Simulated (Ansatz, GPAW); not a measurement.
# 2H-WS2 bilayer, AA: simulated STM images, part 3 of 4

What would a tunnelling microscope show on 2H-WS2 bilayer, AA?

GPAW 26.7.0 and Ansatz 0.2.0; Ansatz plane waves; layer without images along its normal, relaxation of atoms and in-plane cell, with D3(BJ) dispersion (the session's first sound run).

So far. Step 2 (Relaxing the atoms): The relaxation lowered the energy of the cell by 1.08 eV. Step 3 (Plane waves, PBE): The layer is gapped, so the Fermi level lies somewhere inside the gap, set by smearing and numerics, and these work functions are no property of the material; the band edges below the vacuum level are. The potential is flat to 1.6e-5 eV/Å where it is read, so the vacuum is wide enough.

## Step 4: A second plane-wave code

A second program with its own datasets checks the number independently.

This step: Ansatz plane waves; slab in vacuum with a dipole correction (Ansatz 0.2.0).

Input file input.yaml:

```yaml
crystal:
  lattice:
    - [3.1570282534, 0.0, 0.0]
    - [-1.5785141267, 2.7340666679, 0.0]
    - [0.0, 0.0, 43.7024809307]
  atoms:
    - { symbol: S, position: [0.3333333333, 0.6666666667, 0.1845242437] }
    - { symbol: W, position: [0.0, 0.0, 0.2206013027] }
    - { symbol: S, position: [0.3333333333, 0.6666666667, 0.2566428158] }
    - { symbol: S, position: [0.3333333333, 0.6666666667, 0.3371733684] }
    - { symbol: W, position: [0.0, 0.0, 0.3732148815] }
    - { symbol: S, position: [0.3333333333, 0.6666666667, 0.4092919405] }
kpoints:
  mp_grid: { grid: [12, 12, 1] }
hamiltonian:
  xc: pbe
scf:
  occupations: { method: fermi_dirac, width: 0.05 }
efield:
  axis: 3
  dipole_correction: true
  ramp_width: 0.05
output:
  forces: true
  band_densities: [{ e_range: [-1.5, 0] }, { e_range: [0, 2.0] }]
  write_potential: true
  write_density: true
  volumetric_format: npy
  elf: true
```

Launch:

```bash
$ ansatz run input.yaml --threads 4 --pin off --max-ram 8192MiB --backend cpu --events-out ev --progress --plain --runs-dir out
```

Numbers of over 12 decimals in the logs are rounded to 6 here.

What it wrote:

```text
[...]
Crystal: 6 atoms, lattice volume = 377.219 Å³
Basis set: ecut = 420 eV, 7275 PW (Γ), exchange–correlation on 48×48×600 points (8 copies of the dense FFT grid, shifted against one another)
Bands: 32, of which v1, the nominal top of the filled ones, is band 26 counted from 1 (25 counted from 0)
Symmetry: 6 space group operations
k-points: 19 of 144 (time reversal used)
[...]
SCF iter   1: F=—  HF=-24382.804495 eV  |F-HF|=—  |Δ(HF+E_count)|=         —  Δρ=3.15e-3  dr2=6.62e-2  ethr=1.77e-3  p=-0.000 e·Å  D=-5.81e-7 V/Å  ΔV_dip=0.00 eV  dr2_dipole=6.76e-8  V_vac-E_F(+/−)=4.92/4.92 eV  ⟨swp⟩=9.5  Hψ=3382  notcnv=0
efield: sawtooth ramp at fractional position 0.7719 (placed from the atoms, in the widest stretch of the axis that holds none; the zero of the levels goes with the place), width 0.0500; the density the first Hamiltonian is built on has a dipole p = -0.000 e·Å; the dipole correction subtracts the counter field D = -5.81e-7 V/Å, which shifts the + side's vacuum level by +0.00 eV against the − side's; the planar-averaged density in the ramp window peaks in size at 5.6e-6 e/Å³
[...]
SCF iter   2: F=—  HF=-24382.809466 eV  |F-HF|=—  |Δ(HF+E_count)|=   4.97e-3  Δρ=2.04e-3  dr2=3.79e-2  ethr=1.27e-4  p=0.000 e·Å  D=4.42e-5 V/Å  ΔV_dip=-0.00 eV  dr2_dipole=1.47e-7  V_vac-E_F(+/−)=4.84/4.84 eV  ⟨swp⟩=3.6  Hψ=1328  notcnv=0  defer=14
[...]
SCF iter   9: F=-24382.810565 eV  HF=-24382.810565 eV  |F-HF|=5.05e-8  |Δ(HF+E_count)|=   1.29e-7  Δρ=1.45e-6  dr2=4.72e-8  ethr=1.92e-10  p=0.000 e·Å  D=7.65e-6 V/Å  ΔV_dip=-0.00 eV  dr2_dipole=8.73e-9  V_vac-E_F(+/−)=4.71/4.71 eV  ⟨swp⟩=10.1  Hψ=5196  notcnv=0
SCF 1 converged in 9 iterations: F = -24382.810565 eV  dr2 = 4.72e-8
[...]
NSCF: frozen V_eff on 10 k-points
efield: sawtooth ramp at fractional position 0.7719 (kept from the solve that this one continues, or follows in the run), width 0.0500; the density the first Hamiltonian is built on has a dipole p = 0.000 e·Å; the dipole correction subtracts the counter field D = 7.65e-6 V/Å, which shifts the + side's vacuum level by -0.00 eV against the − side's; the planar-averaged density in the ramp window peaks in size at 6.5e-7 e/Å³
WARN: The output density's exchange-correlation potential varies sharply where the density is thin. Do not read a vacuum level from v_tot or v_xc, or from such a field of the output density. On a cell that repeats whose density bears no net charge and no dipole along the vacuum's axis use v_es (v_loc + v_h of the components); under efield.dipole_correction with no amplitude use v_es + v_field, which holds any externa [...]
SCF converged after 9 iterations
Free energy (F): -24382.810565 eV
[...]
Internal energy: -24382.810565 eV  (E = F + TS)
E sigma→0 (E₀):  -24382.810565 eV
Fermi energy:    0.031742 eV
Dipole field:    D = -0.000084 V/Å  (p = -0.000175 e·Å, saw-weighted, corrected)
Work function:   Φ+ = 4.7088 eV   Φ− = 4.7052 eV
Levels:          The Fermi level and band energies are counted from a zero that moves with the ramp; work functions are not
[...]
--- Forces (eV/Å), atoms counted from 1 ---
  atom   1  S     -0.00000000     0.00000000    -0.11193074
  atom   2  W      0.00000000    -0.00000000    -0.05313992
  atom   3  S      0.00000000     0.00000000     0.00050603
  atom   4  S     -0.00000000     0.00000000    -0.00054473
  atom   5  W     -0.00000000    -0.00000000     0.05324494
  atom   6  S      0.00000000     0.00000000     0.11194953
  max |Σ_I F_I| component: 8.51e-5 eV/Å
--- Band table (eV; the first three rows and the last of 19) ---
  k-point 0: bands = [... 22 lower, -2.5100, -2.5100, -1.2710, -0.7625, 1.9734, 1.9734, 2.0084, 2.0084, ... 2 higher]
  k-point 1: bands = [... 22 lower, -2.4725, -2.2171, -1.2963, -0.8520, 1.7596, 1.8701, 1.8769, 1.9791, ... 2 higher]
  k-point 2: bands = [... 22 lower, -2.5732, -2.1866, -1.4795, -1.2018, 1.2588, 1.5604, 1.7717, 1.8216, ... 2 higher]
  k-point 18: bands = [... 22 lower, -3.5743, -3.1794, -0.9751, -0.9278, 0.9791, 0.9797, 2.1618, 2.4906, ... 2 higher]
--- Band densities, each state counted as filled ---
  window                                       electrons  max residual (eV)  cut levels
  e_range: [-1.5, 0]                            1.000000             2.9e-9           0
  e_range: [0, 2]                               6.444444             1.4e-4           0
```

The job ended after 8.1 s (4 threads of Intel Xeon Platinum 8375C at 2.90GHz (Ice Lake), shared host; peak memory 0.8 GiB).

This step gave:

```yaml
free_energy: -24382.8106 eV
symmetry_operations: 6
upper_work_function: 4.709 eV
lower_work_function: 4.705 eV
dipole_along_the_normal: -1.75e-4 e·Å
dipole_field: -8.39e-5 V/Å
vacuum_level_above: 4.741 eV
vacuum_level_below: 4.737 eV
corrugation_e_range_minus_1p5_0_3p5: 0.09670 Å
decay_e_range_minus_1p5_0: 1.230 Å⁻¹
apparent_barrier_e_range_minus_1p5_0: 5.767 eV, hbar² kappa² / 2m (holds the in-plane momentum too)
corrugation_e_range_0_2_3p5: 0.01428 Å
decay_e_range_0_2: 1.008 Å⁻¹
apparent_barrier_e_range_0_2: 3.869 eV, hbar² kappa² / 2m (holds the in-plane momentum too)
```

The electrostatic potential energy of an electron (with the applied field's), less the Fermi level, planar mean oscillates, so the rows of the table below give means over windows of 2 Å about each position, cut where the curve ends. Its maxima inside the range that stand out by 2 % of the span (Å: eV): 8.7: -7.64, 10.6: -7.82, 13.0: 4.23, 15.4: -7.74, 17.2: -7.68. Its minima: 8.2: -9.14, 9.6: -18.8, 11.1: -9.18, 14.9: -9.17, 16.3: -18.8, 17.8: -9.16.

Electrostatic potential energy of an electron (with the applied field's), less the Fermi level, planar mean against z; means over each step:

z (Å), electrostatic potential energy of an electron (with the applied field's), less the Fermi level, planar mean (eV) and a bar from the least value:
```
        0        4.7 ##############################
        2        4.7 ##############################
        4        4.7 ##############################
        6        4.4 ##############################
        8       -6.0 ############
       10      -13.0 
       12       -1.6 ###################
       14       -1.9 ###################
       16      -13.1 
       18       -5.7 ############
       20        4.5 ##############################
       22        4.7 ##############################
       24        4.7 ##############################
       26        4.7 ##############################
       28        4.7 ##############################
       30        4.7 ##############################
       32        4.7 ##############################
       34        4.7 ##############################
       36        4.7 ##############################
       38        4.7 ##############################
       40        4.7 ##############################
       42        4.7 ##############################
```

Valence density, planar mean against z:

```
z (Å)  valence density, planar mean (e/Å³)
    4                               1.0e-5
    6                              0.00421
    8                                0.439
   10                                 1.03
   12                                0.213
   14                                0.237
   16                                 1.09
   18                                0.434
   20                              0.00362
   22                               7.7e-6
```

E_range_-1.5_0. The planar mean of the window's density by height over the top atom:

height over the top atom (Å), log10 planar mean of the window's density (e/Å³) and a bar from the least value:
```
     1.50       -3.0 ##############################
     1.90       -3.4 ############################
     2.10       -3.6 ###########################
     2.50       -4.0 ##########################
     2.70       -4.2 #########################
     3.10       -4.6 #######################
     3.30       -4.8 ######################
     3.70       -5.2 ####################
     3.90       -5.4 ###################
     4.30       -5.9 #################
     4.50       -6.1 ################
     4.90       -6.5 ##############
     5.10       -6.7 ##############
     5.50       -7.2 ############
     5.70       -7.4 ###########
     6.10       -7.8 #########
     6.30       -8.0 ########
     6.70       -8.5 ######
     6.90       -8.7 #####
     7.30       -9.1 ###
     7.50       -9.3 ##
     7.90       -9.8
```

Density over a1 and a2. Constant height 3.5 Å over the top atom, window e_range_-1.5_0.

Values in units of 1e-5 e/Å³, 12 rows by 16 columns, each cell a mean:
```
0.9 0.9 0.9 1.0 1.0 1.0 1.1 1.1 1.1 1.0 1.0 1.0 1.0 0.9 0.9 0.9
0.9 1.0 1.0 1.0 1.1 1.1 1.1 1.1 1.1 1.1 1.0 1.0 1.0 0.9 0.9 0.9
1.0 1.0 1.0 1.1 1.1 1.1 1.1 1.1 1.1 1.1 1.0 1.0 1.0 0.9 0.9 0.9
1.0 1.0 1.1 1.1 1.1 1.1 1.1 1.1 1.1 1.1 1.0 1.0 1.0 1.0 1.0 1.0
1.0 1.1 1.1 1.1 1.1 1.1 1.1 1.1 1.1 1.0 1.0 1.0 1.0 1.0 1.0 1.0
1.0 1.1 1.1 1.1 1.1 1.1 1.1 1.1 1.0 1.0 1.0 1.0 1.0 1.0 1.0 1.0
1.0 1.1 1.1 1.1 1.1 1.1 1.0 1.0 1.0 1.0 1.0 1.0 1.0 1.0 1.0 1.0
1.0 1.0 1.0 1.0 1.0 1.0 1.0 1.0 1.0 1.0 1.0 1.0 1.0 1.0 1.0 1.0
1.0 1.0 1.0 1.0 1.0 1.0 1.0 1.0 1.0 1.0 1.0 1.0 1.0 1.0 1.0 1.0
0.9 0.9 0.9 0.9 1.0 1.0 1.0 1.0 1.0 1.0 1.0 1.0 1.0 1.0 1.0 0.9
0.9 0.9 0.9 0.9 0.9 1.0 1.0 1.0 1.0 1.0 1.0 1.0 1.0 1.0 0.9 0.9
0.9 0.9 0.9 0.9 1.0 1.0 1.0 1.0 1.0 1.0 1.0 1.0 1.0 0.9 0.9 0.9
```
Columns: a1 from 0 to 0.958; rows upwards: a2 from 0 to 0.958.

Tip height over the top atom over a1 and a2. Constant current at the density 1.005e-05 e/Å^3, window e_range_-1.5_0.

Ten even steps from '0' (3.453 Å) to '9' (3.550 Å):
```
000123455666666554321000
001234556777776554321000
112345667888876654321100
123456778888877654321111
234567789999877654321111
345677899999877654322222
455678999999876554322223
456789999999876544322234
567889999998876543333334
567889999988765543333345
667889999887665443333445
667888888876654433333445
667777777766544433334445
566677766655444333334445
555666655554443333334445
455555554444333333333444
444444444333333333333334
333333333333333333333333
222222222333333333333222
111111222333344433332221
100111222334444443322211
000011223344444443322110
000011234455555544321100
000112344556665544321100
```
Columns: a1 from 0 to 0.958; rows upwards: a2 from 0 to 0.958.

E_range_0_2. Planar mean of the window's density against height over the top atom:

```csv
height over the top atom (Å),planar mean of the window's density (e/Å³)
1.50,0.00738
1.70,0.00520
1.90,0.00365
2.10,0.00255
2.30,0.00178
2.50,0.00123
2.70,8.4e-4
2.90,5.8e-4
3.10,3.9e-4
3.30,2.6e-4
3.50,1.8e-4
3.70,1.2e-4
3.90,7.9e-5
4.10,5.3e-5
4.30,3.5e-5
4.50,2.3e-5
4.70,1.6e-5
4.90,1.0e-5
5.10,6.9e-6
5.30,4.6e-6
5.50,3.1e-6
5.70,2.1e-6
5.90,1.4e-6
6.10,9.2e-7
6.30,6.1e-7
6.50,4.1e-7
6.70,2.7e-7
6.90,1.8e-7
7.10,1.2e-7
7.30,8.3e-8
7.50,5.6e-8
7.70,3.8e-8
7.90,2.6e-8
```

Density over a1 and a2. Constant height 3.5 Å over the top atom, window e_range_0_2.

Ten even steps from '_' (1.75 × 1e-4 e/Å³) to '@' (1.80 × 1e-4 e/Å³):
```
______..::::--==++++++****++++++==--::::..______
____..::----==++******##******++==----::..______
__..::--==++++**############**++++==--::..______
..::--==++****##%%%%%%%%%%##****++==--::....__..
::::--++**####%%@@@@@@@@%%####**++--::::........
::--==++**##%%@@@@@@@@@@%%##**++==--::::......::
--==++**##%%@@@@@@@@@@@@%%##**++==--::........::
--++**##%%@@@@@@@@@@@@@@%%##**++--::::......::::
==++**##%%@@@@@@@@@@@@%%##**++==--::........::--
==++**##%%@@@@@@@@@@%%##**++==--::..........::--
==**####%%@@@@@@@@%%####**==--::::........::::--
++****##%%%%%%%%%%##****++==::::..______..::::==
==++**############**++====--::..________..::--==
==++******##******++==--::::..__________..::::--
==++++++****++++++==--::::..____________..::::--
--====++++++====----::::..______________..::::--
------====------::::....________________....::::
::::------::::::::......______________......::::
::::::::::::::..........____________..........::
................................................
________..............::::::::::::..............
__________......::::::::::--::::::::::......____
________....::::::------====------::::::....____
________..::::----======++======----::::..______
```
Columns: a1 from 0 to 0.958; rows upwards: a2 from 0 to 0.958.

Tip height over the top atom over a1 and a2. Constant current at the density 1.770e-04 e/Å^3, window e_range_0_2.

Values in Å, 12 rows by 16 columns, each cell a mean:
```
3.495 3.496 3.498 3.499 3.501 3.502 3.504 3.504 3.504 3.503 3.502 3.500 3.499 3.497 3.496 3.495
3.497 3.498 3.500 3.502 3.504 3.505 3.506 3.507 3.505 3.505 3.503 3.501 3.499 3.497 3.496 3.496
3.499 3.500 3.503 3.505 3.507 3.508 3.508 3.508 3.507 3.505 3.503 3.501 3.498 3.497 3.496 3.497
3.500 3.502 3.505 3.507 3.508 3.509 3.509 3.508 3.506 3.504 3.502 3.500 3.498 3.497 3.497 3.498
3.502 3.504 3.506 3.508 3.508 3.509 3.508 3.507 3.504 3.502 3.500 3.498 3.497 3.497 3.497 3.499
3.502 3.504 3.506 3.507 3.508 3.507 3.506 3.504 3.502 3.500 3.498 3.497 3.496 3.497 3.498 3.500
3.502 3.503 3.505 3.506 3.505 3.504 3.503 3.501 3.499 3.498 3.496 3.495 3.495 3.497 3.498 3.500
3.501 3.502 3.503 3.502 3.502 3.501 3.500 3.499 3.497 3.496 3.495 3.495 3.495 3.497 3.498 3.499
3.499 3.499 3.499 3.499 3.499 3.498 3.497 3.497 3.496 3.495 3.495 3.495 3.496 3.497 3.497 3.498
3.498 3.498 3.498 3.498 3.497 3.497 3.497 3.496 3.496 3.496 3.496 3.496 3.497 3.497 3.497 3.497
3.495 3.495 3.496 3.496 3.497 3.497 3.498 3.498 3.499 3.498 3.498 3.498 3.497 3.497 3.496 3.496
3.495 3.495 3.496 3.497 3.498 3.499 3.500 3.501 3.501 3.501 3.500 3.499 3.498 3.497 3.496 3.495
```
Columns: a1 from 0 to 0.958; rows upwards: a2 from 0 to 0.958.

Force by atom:

| atom | x (eV/Å) | y (eV/Å) | z (eV/Å) | size |
| --- | --- | --- | --- | --- |
| S1 | 0.000 | 0.000 | -0.112 | 0.112 |
| W2 | 0.000 | 0.000 | -0.053 | 0.053 |
| S3 | 0.000 | 0.000 | 0.001 | 0.001 |
| S4 | 0.000 | 0.000 | -0.001 | 0.001 |
| W5 | 0.000 | 0.000 | 0.053 | 0.053 |
| S6 | 0.000 | 0.000 | 0.112 | 0.112 |

Band density in the ca plane at fractional y = 0.667, with atoms of S within 0.2 Å of it.

Ten steps, logarithmic in the rise over the least value, from '0' (0.00 × 1e-2 Å⁻³) to '9' (4.99 × 1e-2 Å⁻³), each cell a mean:
```
00000000000000011223445899654332211223345799
00000000000000011223345899654322211223345799
00000000000000012345555788555554312345555688
00000000000000123566665565566776423567665566
00000000000000124687454333465787533688555333
00000000000000124687454233464788534688555333
00000000000000124577665555566776423577765555
00000000000000012445555787555554322355555688
```
Columns run along c (16.0 Å, from fractional 0.02 to 0.39 of the cell), rows up along a (3.2 Å). Atoms in or near the plane, at fractional coordinates: S at (0.18, 0.33), S at (0.26, 0.33), S at (0.34, 0.33).

(Continued in part 4 of 4.)

[Logs are printed without paths, hosts, clocks, repeated set-up lines and the standing remarks that a program may print on its own settings, such as how far it seeks lower states.]

[Hosts, paths, dates, database ids (printed as entryN), source tags and the programs' standing remarks are cut or masked in the printed files.]
